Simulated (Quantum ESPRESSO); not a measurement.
# KI (Fm-3m) in Quantum ESPRESSO: a series of runs

Runs on KI. Level: PBE. Tasks: dielectric tensor.

Everything below comes from runs of Quantum ESPRESSO 7.5. Logs are shortened: lines on timing, memory, paths and dates and some standing lists are left out, and cuts for length are marked.

**Experimental background.**

A printed reference work, monograph reports, for a bulk crystal of KI: high-frequency dielectric constant 2.65.

The runs below are set against these values where they give the same quantity.

## (1) Starting point

It takes space group Fm-3m (No. 225, cubic). Conventional cell: a = 7.066 Å, b = 7.066 Å, c = 7.066 Å, α = 90.00°, β = 90.00°, γ = 90.00°. I (site symmetry m-3m) has 6 K at 3.53 Å as nearest neighbours. K (site symmetry m-3m) is surrounded by 6 I at 3.53 Å.

## (2) Dielectric tensor, PBE

Input file pw.in:

```
&CONTROL
  calculation = 'scf'
  prefix = 'pwscf'
  outdir = './tmp'
  pseudo_dir = './pseudo'
  tprnfor = .true.
  tstress = .true.
  disk_io = 'low'
/
&SYSTEM
  ibrav = 0
  nat = 2
  ntyp = 2
  ecutwfc = 74
  nbnd = 14
  occupations = 'smearing'
  smearing = 'fd'
  degauss = 0.00367493
/
&ELECTRONS
  conv_thr = 4d-10
  electron_maxstep = 120
  mixing_beta = 0.5
/
ATOMIC_SPECIES
I    126.9045 I.upf
K     39.0983 K.upf
CELL_PARAMETERS angstrom
   0.0000000000    3.5327750000    3.5327750000
   3.5327750000    0.0000000000    3.5327750000
   3.5327750000    3.5327750000    0.0000000000
ATOMIC_POSITIONS crystal
I      0.5000000000    0.5000000000    0.5000000000
K      0.0000000000    0.0000000000    0.0000000000
K_POINTS automatic
6 6 6 1 1 1
```

Input file scf2.in:

```
&CONTROL
  calculation = 'scf'
  prefix = 'pwscf'
  outdir = './tmp'
  pseudo_dir = './pseudo'
  tprnfor = .true.
  tstress = .true.
  disk_io = 'low'
/
&SYSTEM
  ibrav = 0
  nat = 2
  ntyp = 2
  ecutwfc = 74
  nbnd = 14
  occupations = 'fixed'
/
&ELECTRONS
  conv_thr = 1d-13
  electron_maxstep = 120
  mixing_beta = 0.5
  startingpot = 'file'
  startingwfc = 'file'
/
ATOMIC_SPECIES
I    126.9045 I.upf
K     39.0983 K.upf
CELL_PARAMETERS angstrom
   0.0000000000    3.5327750000    3.5327750000
   3.5327750000    0.0000000000    3.5327750000
   3.5327750000    3.5327750000    0.0000000000
ATOMIC_POSITIONS crystal
I      0.5000000000    0.5000000000    0.5000000000
K      0.0000000000    0.0000000000    0.0000000000
K_POINTS automatic
6 6 6 1 1 1
```

Input file ph.in:

```
dielectric of KI
&INPUTPH
  prefix = 'pwscf'
  outdir = './tmp'
  tr2_ph = 1d-16
  fildyn = 'dyn'
  niter_ph = 60
  alpha_mix(1) = 0.7
  epsil = .true.
  trans = .false.
  zeu = .true.
/
0.0000000000 0.0000000000 0.0000000000
```

Potentials or basis: PseudoDojo 0.4.1 SR PBE standard.

Run with:

```bash
$ OMP_NUM_THREADS=1 pw.x -in pw.in > pw.out
$ OMP_NUM_THREADS=1 pw.x -in scf2.in > scf2.out
$ OMP_NUM_THREADS=1 ph.x -in ph.in > ph.out
```

pw.out:

```text
This program is part of the open-source Quantum ESPRESSO suite
     for quantum simulation of materials; please cite
[... 9 lines left out ...]
     --------------------
     sticks:   dense  smooth     PW     G-vecs:    dense   smooth      PW
     Sum        1813    1813    517                51253    51253    7823

     Using Slab Decomposition

     bravais-lattice index     =            0
     lattice parameter (alat)  =       9.4413  a.u.
     unit-cell volume          =     595.0789 (a.u.)^3
     number of atoms/cell      =            2
     number of atomic types    =            2
     number of electrons       =        16.00
     number of Kohn-Sham states=           14
     kinetic-energy cutoff     =      74.0000  Ry
     charge density cutoff     =     296.0000  Ry
     scf convergence threshold =      4.0E-10
     mixing beta               =       0.5000
     number of iterations used =            8  plain     mixing
     Exchange-correlation= PBE
                           (   1   4   3   4   0   0   0)

     celldm(1)=   9.441258  celldm(2)=   0.000000  celldm(3)=   0.000000
     celldm(4)=   0.000000  celldm(5)=   0.000000  celldm(6)=   0.000000

     crystal axes: (cart. coord. in units of alat)
               a(1) = (   0.000000   0.707107   0.707107 )
               a(2) = (   0.707107   0.000000   0.707107 )
               a(3) = (   0.707107   0.707107   0.000000 )

     reciprocal axes: (cart. coord. in units 2 pi/alat)
               b(1) = ( -0.707107  0.707107  0.707107 )
               b(2) = (  0.707107 -0.707107  0.707107 )
               b(3) = (  0.707107  0.707107 -0.707107 )

     PseudoPot. # 1 for I  read from file:
     I.upf
     Pseudo is Norm-conserving + core correction, Zval =  7.0
     Generated using ONCVPSP code by D. R. Hamann
     Using radial grid of 1196 points,  6 beta functions with:
                l(1) =   0
                l(2) =   0
                l(3) =   1
                l(4) =   1
                l(5) =   2
                l(6) =   2

     PseudoPot. # 2 for K  read from file:
     K.upf
     Pseudo is Norm-conserving + core correction, Zval =  9.0
     Generated using ONCVPSP code by D. R. Hamann
     Using radial grid of 2222 points,  6 beta functions with:
                l(1) =   0
                l(2) =   0
                l(3) =   1
                l(4) =   1
                l(5) =   2
                l(6) =   2

     atomic species   valence    mass     pseudopotential
     I                 7.00   126.90450     I ( 1.00)
     K                 9.00    39.09830     K ( 1.00)

     48 Sym. Ops., with inversion, found

   Cartesian axes

     site n.     atom                  positions (alat units)
         1        I      tau(   1) = (   0.7071068   0.7071068   0.7071068  )
         2        K      tau(   2) = (   0.0000000   0.0000000   0.0000000  )

     number of k points=    28  Fermi-Dirac smearing, width (Ry)=  0.0037
                       cart. coord. in units 2pi/alat
        k(    1) = (   0.0589256   0.0589256   0.0589256), wk =   0.0185185
        k(    2) = (   0.1767767   0.1767767  -0.0589256), wk =   0.0555556
        k(    3) = (   0.2946278   0.2946278  -0.1767767), wk =   0.0555556
        k(    4) = (  -0.2946278  -0.2946278   0.4124790), wk =   0.0555556
        k(    5) = (  -0.1767767  -0.1767767   0.2946278), wk =   0.0555556
        k(    6) = (  -0.0589256  -0.0589256   0.1767767), wk =   0.0555556
[... 20 lines left out ...]
        k(   27) = (   0.2946278   0.2946278   0.2946278), wk =   0.0185185
        k(   28) = (  -0.2946278  -0.2946278   0.8838835), wk =   0.0555556

     Dense  grid:    51253 G-vectors     FFT dimensions: (  54,  54,  54)

     Initial potential from superposition of free atoms

     starting charge      15.9807, renormalised to      16.0000
     Starting wfcs are    9 randomized atomic wfcs +    5 random wfcs

     Self-consistent Calculation

     iteration #  1     ecut=    74.00 Ry     beta= 0.50
     Davidson diagonalization with overlap
     ethr =  1.00E-02,  avg # of iterations =  7.7

     Threshold (ethr) on eigenvalues was too large:
     Diagonalizing with lowered threshold

     Davidson diagonalization with overlap
     ethr =  1.68E-04,  avg # of iterations =  6.7

     total energy              =     -86.20020019 Ry
     estimated scf accuracy    <       0.02574947 Ry

     iteration #  2     ecut=    74.00 Ry     beta= 0.50
     Davidson diagonalization with overlap
     ethr =  1.61E-04,  avg # of iterations =  2.5

     total energy              =     -86.20479865 Ry
     estimated scf accuracy    <       0.00150811 Ry

     iteration #  3     ecut=    74.00 Ry     beta= 0.50
     Davidson diagonalization with overlap
     c_bands:  1 eigenvalues not converged
     ethr =  9.43E-06,  avg # of iterations =  8.7

     total energy              =     -86.20516652 Ry
     estimated scf accuracy    <       0.00032398 Ry

     iteration #  4     ecut=    74.00 Ry     beta= 0.50
     Davidson diagonalization with overlap
     ethr =  2.02E-06,  avg # of iterations =  4.8

     total energy              =     -86.20521813 Ry
     estimated scf accuracy    <       0.00000777 Ry

     iteration #  5     ecut=    74.00 Ry     beta= 0.50
     Davidson diagonalization with overlap
     ethr =  4.86E-08,  avg # of iterations =  2.6

     total energy              =     -86.20522158 Ry
     estimated scf accuracy    <       0.00000060 Ry

     iteration #  6     ecut=    74.00 Ry     beta= 0.50
     Davidson diagonalization with overlap
     ethr =  3.74E-09,  avg # of iterations =  3.2

     total energy              =     -86.20522179 Ry
     estimated scf accuracy    <       0.00000012 Ry

     iteration #  7     ecut=    74.00 Ry     beta= 0.50
     Davidson diagonalization with overlap
     ethr =  7.78E-10,  avg # of iterations =  2.1

     total energy              =     -86.20522183 Ry
     estimated scf accuracy    <       0.00000001 Ry

     iteration #  8     ecut=    74.00 Ry     beta= 0.50
     Davidson diagonalization with overlap
     ethr =  9.19E-11,  avg # of iterations =  2.6

     End of self-consistent calculation

          k = 0.0589 0.0589 0.0589 (  6360 PWs)   bands (ev):

   -27.1194 -10.6181 -10.6070 -10.6070  -9.1042   1.2579   1.3555   1.3555
     5.5234   7.8439   7.9624   7.9624   8.6841   8.6841

          k = 0.1768 0.1768-0.0589 (  6382 PWs)   bands (ev):

   -27.1187 -10.6630 -10.6113 -10.6065  -9.0191   0.8047   1.2373   1.2434
     6.2450   7.7032   8.2375   8.5114   9.0438   9.1843

          k = 0.2946 0.2946-0.1768 (  6390 PWs)   bands (ev):

   -27.1178 -10.7260 -10.6129 -10.6081  -8.8959   0.2652   1.0639   1.0891
     6.8934   8.4204   8.9727   9.0669   9.8516  10.0272

          k =-0.2946-0.2946 0.4125 (  6390 PWs)   bands (ev):

   -27.1174 -10.7459 -10.6116 -10.6104  -8.8552   0.1033   1.0070   1.0420
     6.9930   8.8493   9.3769   9.5747   9.9985  10.1332

          k =-0.1768-0.1768 0.2946 (  6384 PWs)   bands (ev):

   -27.1181 -10.7065 -10.6110 -10.6092  -8.9349   0.4188   1.1149   1.1416
     6.7423   7.9548   8.8583   8.9278   9.5745   9.6866

          k =-0.0589-0.0589 0.1768 (  6374 PWs)   bands (ev):

   -27.1190 -10.6402 -10.6093 -10.6083  -9.0599   1.0020   1.2949   1.3001
     5.9195   7.5835   8.2543   8.2818   8.7853   8.9904

          k = 0.2946 0.0589 0.0589 (  6381 PWs)   bands (ev):

   -27.1184 -10.6640 -10.6132 -10.6124  -9.0035   0.6935   1.1988   1.2125
     6.4743   7.1889   8.8141   8.8519   9.0396   9.4301

          k = 0.4125 0.1768-0.0589 (  6390 PWs)   bands (ev):

   -27.1176 -10.6914 -10.6205 -10.6138  -8.9375   0.4199   1.0174   1.0796
     7.0423   7.3873   8.9593   9.4258   9.6886  10.0057

          k =-0.1768-0.4125 0.5303 (  6402 PWs)   bands (ev):

   -27.1171 -10.7122 -10.6243 -10.6157  -8.8876   0.2863   0.8331   1.0010
     7.3482   8.3041   8.6900   9.7231  10.0181  10.3406

          k =-0.0589-0.2946 0.4125 (  6404 PWs)   bands (ev):

   -27.1174 -10.7078 -10.6253 -10.6112  -8.9023   0.3426   0.9017   1.0392
     7.4146   7.8990   8.6346   9.3944   9.9967  10.1491

          k = 0.0589-0.1768 0.2946 (  6384 PWs)   bands (ev):

   -27.1182 -10.6852 -10.6155 -10.6084  -8.9677   0.5654   1.1330   1.1650
     6.7200   7.4996   8.7325   8.8228   9.4098   9.5971

          k = 0.5303 0.0589 0.0589 (  6391 PWs)   bands (ev):

   -27.1172 -10.6663 -10.6240 -10.6218  -8.9634   0.4043   1.0127   1.0532
     6.5632   7.2750   9.3223   9.3649  10.5014  10.5717

          k =-0.0589-0.5303 0.6482 (  6407 PWs)   bands (ev):

   -27.1169 -10.6579 -10.6384 -10.6254  -8.9462   0.4524   0.8276   0.9612
     6.7836   7.6364   9.1359   9.7221   9.9512  10.8228

          k = 0.0589-0.4125 0.5303 (  6408 PWs)   bands (ev):

   -27.1170 -10.6906 -10.6358 -10.6180  -8.9030   0.4363   0.6849   0.9743
     7.4714   8.2700   8.4315   9.6282  10.1184  10.2794

          k = 0.1768-0.2946 0.4125 (  6392 PWs)   bands (ev):

   -27.1174 -10.7283 -10.6169 -10.6111  -8.8787   0.2122   0.9621   1.0433
     7.1230   8.4311   8.9874   9.4665   9.9766  10.1686

          k =-0.6482 0.0589 0.0589 (  6406 PWs)   bands (ev):

   -27.1169 -10.6538 -10.6299 -10.6241  -8.9715   0.3989   0.9632   1.0162
     6.4310   7.2690   9.5125   9.6805  10.3021  10.8715

          k =-0.5303 0.1768-0.0589 (  6401 PWs)   bands (ev):

   -27.1171 -10.6792 -10.6264 -10.6212  -8.9362   0.4023   0.9101   1.0051
     6.8954   7.6468   8.8712   9.5994  10.2624  10.4860

          k =-0.4125 0.0589 0.0589 (  6382 PWs)   bands (ev):

   -27.1178 -10.6734 -10.6179 -10.6178  -8.9684   0.4843   1.0970   1.1226
     6.8074   7.0119   9.1330   9.3613   9.7635   9.7798

          k = 0.1768 0.1768 0.1768 (  6384 PWs)   bands (ev):

   -27.1185 -10.6853 -10.6081 -10.6081  -8.9815   0.6214   1.2040   1.2040
     6.4380   7.9609   8.4973   8.4973   9.3026   9.3026

          k = 0.2946 0.2946 0.0589 (  6393 PWs)   bands (ev):

   -27.1179 -10.7050 -10.6200 -10.6076  -8.9242   0.4105   1.0230   1.1053
     7.0843   7.8510   8.7768   8.8109   9.8367   9.9846

          k =-0.2946-0.2946 0.6482 (  6408 PWs)   bands (ev):

   -27.1172 -10.7080 -10.6310 -10.6122  -8.8897   0.3385   0.7755   1.0197
     7.5748   8.2395   8.5391   9.5255   9.8539  10.3958

          k =-0.1768-0.1768 0.5303 (  6400 PWs)   bands (ev):

   -27.1171 -10.6966 -10.6257 -10.6173  -8.9118   0.3508   0.8386   1.0286
     7.0490   8.0954   8.7209   9.6458  10.1076  10.4505

          k = 0.4125 0.1768 0.1768 (  6394 PWs)   bands (ev):

   -27.1176 -10.7109 -10.6151 -10.6143  -8.9094   0.3176   0.9878   1.0777
     7.0023   7.9130   9.0629   9.3375   9.8315  10.0636

          k =-0.1768-0.4125 0.7660 (  6404 PWs)   bands (ev):

   -27.1171 -10.6918 -10.6304 -10.6198  -8.9076   0.3998   0.7976   0.9539
     7.4857   8.0593   8.3083   9.8740  10.0329  10.3396

          k =-0.0589-0.2946 0.6482 (  6415 PWs)   bands (ev):

   -27.1168 -10.6680 -10.6376 -10.6296  -8.9211   0.5369   0.7023   0.8706
     7.4326   8.0530   8.2866   9.6413  10.1102  10.8363

          k =-0.7660 0.1768 0.1768 (  6413 PWs)   bands (ev):

   -27.1169 -10.6745 -10.6402 -10.6190  -8.9237   0.4773   0.6779   1.0027
     7.0058   8.0497   8.9007   9.7828   9.8652  10.3710

          k = 0.2946 0.2946 0.2946 (  6393 PWs)   bands (ev):

   -27.1176 -10.7447 -10.6092 -10.6092  -8.8645   0.1301   1.0648   1.0648
     6.8634   8.9032   9.2958   9.2958  10.0817  10.0818

          k =-0.2946-0.2946 0.8839 (  6386 PWs)   bands (ev):

   -27.1173 -10.7289 -10.6201 -10.6115  -8.8707   0.1973   0.8993   1.0267
     7.2528   8.5067   9.0042   9.6001   9.9485  10.2723

     the Fermi energy is     4.0607 ev

!    total energy              =     -86.20522184 Ry
     estimated scf accuracy    <          3.9E-10 Ry
     smearing contrib. (-TS)   =      -0.00000000 Ry
     internal energy E=F+TS    =     -86.20522184 Ry

     The total energy is F=E-TS. E is the sum of the following terms:
     one-electron contribution =     -29.58917097 Ry
     hartree contribution      =      19.12889681 Ry
     xc contribution           =     -20.82127208 Ry
     ewald contribution        =     -54.92367560 Ry

     convergence has been achieved in   8 iterations

     Forces acting on atoms (cartesian axes, Ry/au):

     atom    1 type  1   force =     0.00000000    0.00000000    0.00000000
     atom    2 type  2   force =     0.00000000    0.00000000    0.00000000

     Total force =     0.000000     Total SCF correction =     0.000000

     Computing stress (Cartesian axis) and pressure

          total   stress  (Ry/bohr**3)                   (kbar)     P=        5.81
   0.00003950   0.00000000   0.00000000            5.81        0.00        0.00
   0.00000000   0.00003950   0.00000000            0.00        5.81        0.00
   0.00000000   0.00000000   0.00003950            0.00        0.00        5.81

=------------------------------------------------------------------------------=
   JOB DONE.
=------------------------------------------------------------------------------=
```

Run time: 6 min. Hardware: 1 thread of Arm Neoverse V2, shared host; peak memory 0.14 GiB.

What came out:

```yaml
Free_energy: -1172.8818 eV
Pressure: 0.6 GPa
Electronic_dielectric_tensor_diagonal: 2.88
Born_charges_mean_of_the_diagonal: I -1.14; K +1.14 e
```

Levels at points of the mesh, in eV from the valence-band top:
| k point | band 5 | band 6 | band 7 | band 8 | band 9 | band 10 | band 11 | band 12 |
| --- | --- | --- | --- | --- | --- | --- | --- | --- |
| (0.08, 0.08, 0.08) | -10.46 | -0.10 | 0.00 | 0.00 | 4.17 | 6.49 | 6.61 | 6.61 |

Electronic dielectric tensor:
```
2.88 0.00 0.00
0.00 2.88 0.00
0.00 0.00 2.88
```

Born effective charge tensors (e):
atom 1, I
```
-1.14  0.00  0.00
 0.00 -1.14  0.00
 0.00  0.00 -1.14
```
atom 2, K
```
1.14 0.00 0.00
0.00 1.14 0.00
0.00 0.00 1.14
```

(Part 1 of 2 ends here.)
